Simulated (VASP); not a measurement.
Write the native input for VASP 6.6.1 that does the following.

```yaml
Task: single point
Functional: PBE
Potentials_or_basis: VASP PAW PBE potentials, release 64 (Na_pv)
Cutoff: 520 eV
k_mesh: 9 × 9 × 9
Occupations: fermi-dirac, width 0.05 eV
Spin: no spin polarisation
Further_INCAR_settings: ALGO = Normal; EDIFF = 1e-07; NBANDS = 10
```

The structure of Na lies in POSCAR:

```
Na
1.0
   -2.1410000000      2.1410000000      2.1410000000
    2.1410000000     -2.1410000000      2.1410000000
    2.1410000000      2.1410000000     -2.1410000000
Na
1
Direct
    0.0000000000      0.0000000000      0.0000000000
```

One way to write it, as run:

INCAR

```
SYSTEM = Na
  PREC = Accurate
  ENCUT = 520
  EDIFF = 1E-7
  ISMEAR = -1
  SIGMA = 0.05
  LREAL = .False.
  LASPH = .True.
  NELM = 80
  ALGO = Normal
  ISIF = 2
  LWAVE = .False.
  LCHARG = .False.
  GGA = PE
  NBANDS = 10
```

KPOINTS

```
regular mesh
0
Gamma
  9 9 9
  0 0 0
```

Potentials or basis: VASP PAW PBE potentials, release 64 (Na_pv).

Launch:

```sh
$ cat potpaw_PBE.64/Na_pv/POTCAR > POTCAR
$ mpirun -np 1 vasp_std > vasp.out
```

Results of the run:

- Pressure: -0.4 GPa
- Band gap on the k mesh: none (metal or under the smearing width)

It took 19 s on 1 thread of AMD EPYC 7R43 64-Core Processor (Zen 3) (shared host), peak memory 0.11 GiB.
